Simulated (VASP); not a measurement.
# InP (F-43m) in VASP: further runs

One crystal, InP, is run at these levels: PBE; tasks: relaxation of cell and atoms, relaxation of the atoms.

Everything below comes from runs of VASP 6.6.1. Logs are shortened: lines on timing, memory, paths and dates and some standing lists are left out, and cuts for length are marked.

### Step 1. The structure

It takes space group F-43m (No. 216, cubic). The conventional cell has a = 5.861 Å, b = 5.861 Å, c = 5.861 Å, α = 90.00°, β = 90.00°, γ = 90.00°. Around In (site symmetry -43m) lie 4 P at 2.54 Å. P (site symmetry -43m) is surrounded by 4 In at 2.54 Å.

### Step 2. Relaxation of cell and atoms, PBE

Contents of INCAR:

```
PREC = Accurate ; ENCUT = 600
EDIFF = 1E-6 ; ISMEAR = 0
SIGMA = 0.03 ; LREAL = False
LASPH = True ; NELM = 80
ALGO = Normal ; ISIF = 3
LWAVE = False ; LCHARG = False
GGA = PE ; IBRION = 2
NSW = 90 ; EDIFFG = -0.01
```

Contents of KPOINTS:

```
Automatic mesh
0
Gamma
  8 8 8
```

Contents of POSCAR:

```
InP
1.0
    0.0000000000      2.9305000000      2.9305000000
    2.9305000000      0.0000000000      2.9305000000
    2.9305000000      2.9305000000      0.0000000000
In P
1 1
Direct
    0.0000000000      0.0000000000      0.0000000000
    0.2500000000      0.2500000000      0.2500000000
```

Potentials or basis: VASP PAW PBE potentials, release 64 (In_d, P).

Run with:

```
$ cat potpaw_PBE.64/In_d/POTCAR potpaw_PBE.64/P/POTCAR > POTCAR
$ mpirun -np 1 vasp_std > vasp.out
```

OUTCAR:

```text
PREC = Accurate
   ENCUT = 600
   EDIFF = 1E-6
   ISMEAR = 0
   LREAL = False
   LASPH = True
   NELM = 80
   ISIF = 3
   GGA = PE
   IBRION = 2
   NSW = 90
   EDIFFG = -0.01

 ion  position               nearest neighbor table
   1  0.000  0.000  0.000-   2 2.54   2 2.54   2 2.54   2 2.54
   2  0.250  0.250  0.250-   1 2.54   1 2.54   1 2.54   1 2.54

  LATTYP: Found a face centered cubic cell.
 ALAT       =     5.8610000000

  Lattice vectors:

 A1 = (   0.0000000000,   2.9305000000,   2.9305000000)
 A2 = (   2.9305000000,   0.0000000000,   2.9305000000)
 A3 = (   2.9305000000,   2.9305000000,   0.0000000000)

Analysis of symmetry for initial positions (statically):
=====================================================================
 Subroutine PRICEL returns:
 Original cell was already a primitive cell.

 Routine SETGRP: Setting up the symmetry group for a
 face centered cubic supercell.

 Subroutine GETGRP returns: Found 24 space group operations
 (whereof 24 operations were pure point group operations)
 out of a pool of 48 trial point group operations.

The static configuration has the point symmetry T_d .

Analysis of symmetry for dynamics (positions and initial velocities):
=====================================================================
 Subroutine PRICEL returns:
 Original cell was already a primitive cell.

 Routine SETGRP: Setting up the symmetry group for a
 face centered cubic supercell.

 Subroutine GETGRP returns: Found 24 space group operations
 (whereof 24 operations were pure point group operations)
 out of a pool of 48 trial point group operations.

The dynamic configuration has the point symmetry T_d .

 Subroutine INISYM returns: Found 24 space group operations
 (whereof 24 operations are pure point group operations),
 and found     1 'primitive' translations

----------------------------------------------------------------------------------------

                                     Primitive cell

  volume of cell :      50.3333

  direct lattice vectors                    reciprocal lattice vectors
     0.000000000  2.930500000  2.930500000    -0.170619348  0.170619348  0.170619348
     2.930500000  0.000000000  2.930500000     0.170619348 -0.170619348  0.170619348
     2.930500000  2.930500000  0.000000000     0.170619348  0.170619348 -0.170619348

  length of vectors
     4.144352845  4.144352845  4.144352845     0.295521380  0.295521380  0.295521380

  position of ions in fractional coordinates (direct lattice)
     0.000000000  0.000000000  0.000000000
     0.250000000  0.250000000  0.250000000

  ion indices of the primitive-cell ions
   primitive index   ion index
                 1           1
                 2           2

----------------------------------------------------------------------------------------

 KPOINTS: Automatic mesh

Automatic generation of k-mesh.
 Grid dimensions read from file:
 generate k-points for:    8    8    8

 Generating k-lattice:

  Cartesian coordinates                     Fractional coordinates (reciprocal lattice)
    -0.021327419  0.021327419  0.021327419     0.125000000  0.000000000  0.000000000
     0.021327419 -0.021327419  0.021327419     0.000000000  0.125000000  0.000000000
     0.021327419  0.021327419 -0.021327419     0.000000000  0.000000000  0.125000000

  Length of vectors
     0.036940172  0.036940172  0.036940172

  Shift w.r.t. Gamma in fractional coordinates (k-lattice)
     0.000000000  0.000000000  0.000000000

 Subroutine IBZKPT returns following result:
 ===========================================

 Found     29 irreducible k-points:

 Following reciprocal coordinates:
            Coordinates               Weight
  0.000000  0.000000  0.000000      1.000000
  0.125000  0.000000  0.000000      8.000000
  0.250000  0.000000  0.000000      8.000000
  0.375000  0.000000  0.000000      8.000000
  0.500000  0.000000  0.000000      4.000000
  0.125000  0.125000  0.000000      6.000000
[... 16 lines left out ...]
  0.500000  0.250000  0.125000     48.000000
 -0.375000  0.250000  0.125000     24.000000
 [... further k-points ...]
   k-points           NKPTS =     29   k-points in BZ     NKDIM =     29   number of bands    NBANDS=     13
   number of dos      NEDOS =    301   number of ions     NIONS =      2
   total plane-waves  NPLWV =  46656
   dimension x,y,z NGX =    36 NGY =   36 NGZ =   36
   dimension x,y,z NGXF=    72 NGYF=   72 NGZF=   72
   ions per type =               1   1
   NGX,Y,Z   is equivalent  to a cutoff of  14.44, 14.44, 14.44 a.u.
   NGXF,Y,Z  is equivalent  to a cutoff of  28.88, 28.88, 28.88 a.u.
 SYSTEM =  unknown system
   PREC   = accura    normal or accurate (medium, high low for compatibility)
   ISTART =      0    job   : 0-new  1-cont  2-samecut
   ICHARG =      2    charge: 1-file 2-atom 10-const
   ISPIN  =      1    spin polarized calculation?
   LNONCOLLINEAR =      F non collinear calculations
   LSORBIT =      F    spin-orbit coupling
   LASPH  =      T    aspherical Exc in radial PAW
   ENCUT  =  600.0 eV  44.10 Ry    6.64 a.u.   8.28  8.28  8.28*2*pi/ulx,y,z
   NELM   =     80;   NELMIN=  2; NELMDL= -5     # of ELM steps
   EDIFF  = 0.1E-05   stopping-criterion for ELM
   LREAL  =      F    real-space projection
   EDIFFG = -.1E-01   stopping-criterion for IOM
   NSW    =     90    number of steps for IOM
   IBRION =      2    ionic relax: 0-MD 1-quasi-New 2-CG
   NFREE  =      1    steps in history (QN), initial steepest desc. (CG)
   ISIF   =      3    stress and relaxation
   ISYM   =      2    0-nonsym 1-usesym 2-fastsym
   POTIM  = 0.5000    time-step for ionic-motion
   TEBEG  =    0.0;   TEEND  =   0.0 temperature during run
   PSTRESS=    0.0 pullay stress
   NELECT =      18.0000    total number of electrons
   NUPDOWN=      -1.0000    fix difference up-down
   EMIN   =  10.00;   EMAX   =-10.00  energy-range for DOS
   EFERMI =   0.00;   METHOD = LEGACY
   ISMEAR =     0;   SIGMA  =   0.03  broadening in eV -4-tet -1-fermi 0-gaus
   EFERMI_NEDOS =   21; number of points for ismear=-14 and -15
   IALGO  =     38    algorithm
   IMIX   =      4    mixing-type and parameters
     AMIX     =   0.40;   BMIX     =  1.00
     AMIX_MAG =   1.60;   BMIX_MAG =  1.00
  volume/ion in A,a.u.               =      25.17       169.83
  Fermi-wavevector in a.u.,A,eV,Ry     =   1.162021  2.195901 18.371846  1.350293
  Thomas-Fermi vector in A             =   2.298587
   LORBIT       =      0    0 simple, 1 ext, 2 COOP (PROOUT), +10 PAW based schemes
   GGA     = PE    functional components
   LHFCALC =     F    Hartree Fock is set to
   AEXX    =    0.0000 exact exchange contribution
   IVDW    =     0    specifies the selected vdW correction
   LEPSILON=     F    determine dielectric tensor
   LRPA    =     F    only Hartree local field effects (RPA)
 conjugate gradient relaxation of ions
 non-spin polarized calculation
 Gauss-broadening in eV      SIGMA  =   0.03
  energy-cutoff  :      600.00
  volume of cell :       50.33
 maximum number of plane-waves:      1700
 NGX is ok and might be reduce to    36
   NGX = 17   NGY = 17   NGZ = 17

--------------------------------------- Ionic step        1  -------------------------------------------

 number of electron      17.9999998 magnetization

 Free energy of the ion-electron system (eV)
  ---------------------------------------------------
  ext. energy  EPLUGINS =         0.00000000
  ---------------------------------------------------
  free energy    TOTEN  =        -8.38087440 eV

  energy without entropy =       -8.38087440  energy(sigma->0) =       -8.38087440

------------------------ aborting loop because EDIFF is reached ----------------------------------------

  FORCE on cell =-STRESS in cart. coord.  units (eV):
  Direction    XX          YY          ZZ          XY          YZ          ZX
  --------------------------------------------------------------------------------------
  -------------------------------------------------------------------------------------
  Total        1.0354820      1.0354820      1.0354820      0.0000000      0.0000000     -0.0000000
  in kB       32.9608154     32.9608154     32.9608154      0.0000000      0.0000000     -0.0000000
  external PRESSURE =      32.9608154 kB  Pullay stress =       0.0000000 kB
[... 57 lines left out ...]
  energy  without entropy=       -8.4001121190  energy(sigma->0) =       -8.40011212

--------------------------------------- Ionic step        3  -------------------------------------------

 number of electron      17.9999999 magnetization

 Free energy of the ion-electron system (eV)
  ---------------------------------------------------
  ext. energy  EPLUGINS =         0.00000000
  ---------------------------------------------------
  free energy    TOTEN  =        -8.40596664 eV

  energy without entropy =       -8.40596664  energy(sigma->0) =       -8.40596664

 E-fermi :   4.8483     XC(G=0):  -9.0650

 val. band max:        4.6639307050   @ k =   0.0000   0.0000   0.0000
 cond. band min:       5.1060003420   @ k =   0.0000   0.0000   0.0000
 fundamental gap:      0.4420696371
 Fermi energy:         4.8482992802

 k-point     1 :       0.0000    0.0000    0.0000
  band No.  band energies     occupation
      1      -9.4336      2.00000
      2      -9.4336      2.00000
      3      -9.4336      2.00000
      4      -9.3048      2.00000
      5      -9.3048      2.00000
      6      -6.5266      2.00000
      7       4.6639      2.00000
      8       4.6639      2.00000
      9       4.6639      2.00000
     10       5.1060      0.00000
     11       8.7526      0.00000
     12       8.7526      0.00000
     13       8.7526      0.00000
[... 353 lines left out ...]
 k-point    24 :      -0.3750    0.2500    0.1250
  band No.  band energies     occupation
      1      -9.5435      2.00000
      2      -9.3925      2.00000
      3      -9.3758      2.00000
      4      -9.3089      2.00000
      5      -9.2937      2.00000
      6      -4.6699      2.00000
      7      -0.6603      2.00000
      8       2.1381      2.00000
      9       3.1519      2.00000
     10       7.6871      0.00000
     11       8.8720      0.00000
     12      10.4357      0.00000
     13      11.7401      0.00000

 [... further k-points ...]

------------------------ aborting loop because EDIFF is reached ----------------------------------------

  FORCE on cell =-STRESS in cart. coord.  units (eV):
  Direction    XX          YY          ZZ          XY          YZ          ZX
  --------------------------------------------------------------------------------------
  -------------------------------------------------------------------------------------
  Total        0.0038017      0.0038017      0.0038017     -0.0000000      0.0000000     -0.0000000
  in kB        0.1151800      0.1151800      0.1151800     -0.0000000      0.0000000     -0.0000000
  external PRESSURE =       0.1151800 kB  Pullay stress =       0.0000000 kB
[... 17 lines left out ...]
  FREE ENERGIE OF THE ION-ELECTRON SYSTEM (eV)
  ---------------------------------------------------
  free  energy   TOTEN  =        -8.4059666422 eV

  energy  without entropy=       -8.4059666422  energy(sigma->0) =       -8.40596664

 reached required accuracy - stopping structural energy minimisation
```

Wall time 77 s (1 thread of Intel Xeon Platinum 8375C at 2.90GHz (Ice Lake), shared host); peak memory 0.22 GiB.

What came out:

* Free energy: -8.4060 eV
* Relaxed volume: 26.44 Å³/atom
* Relaxed cell: a = 4.213 Å, b = 4.213 Å, c = 4.213 Å, α = 60.00°, β = 60.00°, γ = 60.00°
* Space group after relaxing (to 0.05 Å): F-43m (No. 216)
* Energy gained by relaxing: 12.5 meV/atom
* Ionic steps: 3
* Pressure after relaxing: 0.0 GPa
* Band gap on the k mesh: 0.44 eV, direct

The path:
```
step  energy change (eV)  largest force (eV/Å)  pressure (GPa)  volume (Å³)
   1              0.0000                0.0000            3.30        50.33
   2             -0.0192                0.0000           -1.39        54.20
   3             -0.0251                0.0000            0.01        52.88
```

Final structure:
```
In P
1.0
     0.00000    2.97915    2.97915
     2.97915    0.00000    2.97915
     2.97915    2.97915    0.00000
In P
1 1
Direct
  0.00000 0.00000 0.00000
  0.25000 0.25000 0.25000
```

Caveat: spin-orbit coupling is left out, which moves the levels of the heavy elements. PBE usually gives volumes a little too large and moduli too small.

### Step 3. Relaxation of cell and atoms, PBE

This run uses another cell than the first one, of 26.44 Å³/atom, 1.051 times its volume.

Contents of INCAR:

```
PREC = Accurate ; ENCUT = 600
EDIFF = 1E-7 ; ISMEAR = 0
SIGMA = 0.03 ; LREAL = False
LASPH = True ; NELM = 80
ALGO = Normal ; ISIF = 3
LWAVE = False ; LCHARG = False
GGA = PE ; IBRION = 2
NSW = 90 ; EDIFFG = -0.005
```

KPOINTS is that of step 2.

Contents of POSCAR:

```
InP                                     
1.0
    0.0000000000      2.9791538216      2.9791538216
    2.9791538216      0.0000000000      2.9791538216
    2.9791538216      2.9791538216      0.0000000000
  In              P             
     1     1
Direct
     0.0000000000000000    0.0000000000000000    0.0000000000000000
     0.2500000000000000    0.2500000000000000    0.2500000000000000
```

Potentials or basis: VASP PAW PBE potentials, release 64 (In_d, P).

Run with:

```
$ cat potpaw_PBE.64/In_d/POTCAR potpaw_PBE.64/P/POTCAR > POTCAR
$ mpirun -np 1 vasp_std > vasp.out
```

Wall time 48 s (1 thread of Intel Xeon Platinum 8375C at 2.90GHz (Ice Lake), shared host); peak memory 0.21 GiB.

The run converged. Its results:

```
Free energy             : -8.4063 eV
Pressure after relaxing : 0.0 GPa
Band gap on the k mesh  : 0.44 eV, direct
```

Final structure:
```
In P
1.0
     0.00000    2.97915    2.97915
     2.97915    0.00000    2.97915
     2.97915    2.97915    0.00000
In P
1 1
Direct
  0.00000 0.00000 0.00000
  0.25000 0.25000 0.25000
```

Levels at points of the mesh, in eV from the valence-band top:
| k point | band 6 | band 7 | band 8 | band 9 | band 10 | band 11 | band 12 | band 13 |
| --- | --- | --- | --- | --- | --- | --- | --- | --- |
| (0.00, 0.00, 0.00) | -11.19 | 0.00 | 0.00 | 0.00 | 0.44 | 4.09 | 4.09 | 4.09 |
| (0.50, 0.00, 0.00) | -9.62 | -5.48 | -0.90 | -0.90 | 1.38 | 4.80 | 4.80 | 6.99 |
| (0.50, 0.50, 0.00) | -9.03 | -5.54 | -2.16 | -2.16 | 1.84 | 2.26 | 8.91 | 9.26 |

Caveat: the relaxation stopped at its first step, so nothing moved; spin-orbit coupling is left out, which moves the levels of the heavy elements.

### Step 4. Relaxation of the atoms, PBE (a relaxed cell with its volume scaled by 0.94)

Contents of INCAR:

```
PREC = Accurate ; ENCUT = 600
EDIFF = 1E-7 ; ISMEAR = 0
SIGMA = 0.03 ; LREAL = False
LASPH = True ; NELM = 80
ALGO = Fast ; ISIF = 2
LWAVE = False ; LCHARG = False
GGA = PE ; IBRION = 2
NSW = 40 ; EDIFFG = -0.01
```

KPOINTS is that of step 3.

Contents of POSCAR:

```
InP                                     
1.0
    0.0000000000      2.9183376994      2.9183376994
    2.9183376994      0.0000000000      2.9183376994
    2.9183376994      2.9183376994      0.0000000000
  In              P             
     1     1
Direct
     0.0000000000000000    0.0000000000000000    0.0000000000000000
     0.2500000000000000    0.2500000000000000    0.2500000000000000
```

Potentials or basis: VASP PAW PBE potentials, release 64 (In_d, P).

Run with:

```
$ cat potpaw_PBE.64/In_d/POTCAR potpaw_PBE.64/P/POTCAR > POTCAR
$ mpirun -np 1 vasp_std > vasp.out
```

OUTCAR:

```text
PREC = Accurate
   ENCUT = 600
   EDIFF = 1E-7
   ISMEAR = 0
   LREAL = False
   LASPH = True
   NELM = 80
   ISIF = 2
   GGA = PE
   IBRION = 2
   NSW = 40
   EDIFFG = -0.01

 ion  position               nearest neighbor table
   1  0.000  0.000  0.000-   2 2.53   2 2.53   2 2.53   2 2.53
   2  0.250  0.250  0.250-   1 2.53   1 2.53   1 2.53   1 2.53

  LATTYP: Found a face centered cubic cell.
 ALAT       =     5.8366753988

[... 578 lines left out ...]

  FORCE on cell =-STRESS in cart. coord.  units (eV):
  Direction    XX          YY          ZZ          XY          YZ          ZX
  --------------------------------------------------------------------------------------
  -------------------------------------------------------------------------------------
  Total        1.3264316      1.3264316      1.3264316     -0.0000000      0.0000000     -0.0000000
  in kB       42.7522332     42.7522332     42.7522332     -0.0000000      0.0000000     -0.0000000
  external PRESSURE =      42.7522332 kB  Pullay stress =       0.0000000 kB

 VOLUME and BASIS-vectors are now :
 -----------------------------------------------------------------------------
  energy-cutoff  :      600.00
  volume of cell :       49.71
      direct lattice vectors                 reciprocal lattice vectors
     0.000000000  2.918337699  2.918337699    -0.171330412  0.171330412  0.171330412
     2.918337699  0.000000000  2.918337699     0.171330412 -0.171330412  0.171330412
     2.918337699  2.918337699  0.000000000     0.171330412  0.171330412 -0.171330412

 POSITION                                       TOTAL-FORCE (eV/Angst)
 -----------------------------------------------------------------------------------
      0.00000      0.00000      0.00000         0.000000      0.000000     -0.000000
      1.45917      1.45917      1.45917        -0.000000     -0.000000      0.000000
 -----------------------------------------------------------------------------------
    total drift:                               -0.000000     -0.000000     -0.000000

  FREE ENERGIE OF THE ION-ELECTRON SYSTEM (eV)
  ---------------------------------------------------
  free  energy   TOTEN  =        -8.3661017052 eV

  energy  without entropy=       -8.3661017052  energy(sigma->0) =       -8.36610171

 reached required accuracy - stopping structural energy minimisation
```

OSZICAR:

```text
N       E                     dE             d eps       ncg     rms          rms(c)
DAV:   1     0.120242008480E+03    0.12024E+03   -0.94949E+03   754   0.171E+03
DAV:   2     0.562145348788E+00   -0.11968E+03   -0.11593E+03   779   0.349E+02
DAV:   3    -0.853132152106E+01   -0.90935E+01   -0.90301E+01   999   0.989E+01
[... 12 lines left out ...]
RMM:  16    -0.836610161464E+01    0.94298E-06   -0.44450E-06   742   0.152E-02    0.203E-02
RMM:  17    -0.836610228119E+01   -0.66655E-06   -0.26984E-06   809   0.197E-02    0.247E-02
RMM:  18    -0.836610183379E+01    0.44740E-06   -0.57819E-07   608   0.666E-03    0.134E-02
RMM:  19    -0.836610171420E+01    0.11960E-06   -0.28478E-07   590   0.538E-03    0.973E-03
RMM:  20    -0.836610170521E+01    0.89806E-08   -0.67969E-08   492   0.373E-03
   1 F= -.83661017E+01 E0= -.83661017E+01  d E =-.836610E+01
```

CONTCAR:

```text
InP
   1.00000000000000
     0.0000000000000000    2.9183376993999999    2.9183376993999999
     2.9183376993999999    0.0000000000000000    2.9183376993999999
     2.9183376993999999    2.9183376993999999    0.0000000000000000
  In              P
     1     1
Direct
     0.0000000000000000    0.0000000000000000    0.0000000000000000
     0.2500000000000000    0.2500000000000000    0.2500000000000000

  0.00000000E+00  0.00000000E+00  0.00000000E+00
  0.00000000E+00  0.00000000E+00  0.00000000E+00
```

It took 56 s on 1 thread of Intel Xeon Platinum 8375C at 2.90GHz (Ice Lake), shared host; peak memory 0.21 GiB.

What came out:

- Free energy: -8.3661 eV
- Pressure after relaxing: 4.3 GPa
- Band gap on the k mesh: 0.78 eV, direct

Final structure:
```xyz
2
Lattice="0.0000 2.9183 2.9183 2.9183 0.0000 2.9183 2.9183 2.9183 0.0000" Properties=species:S:1:pos:R:3 pbc="T T T"
In    0.0000    0.0000    0.0000
P     1.4592    1.4592    1.4592
```

Caveat: the relaxation stopped at its first step, so nothing moved; spin-orbit coupling is left out, which moves the levels of the heavy elements.

(Part 1 of 2 ends here.)
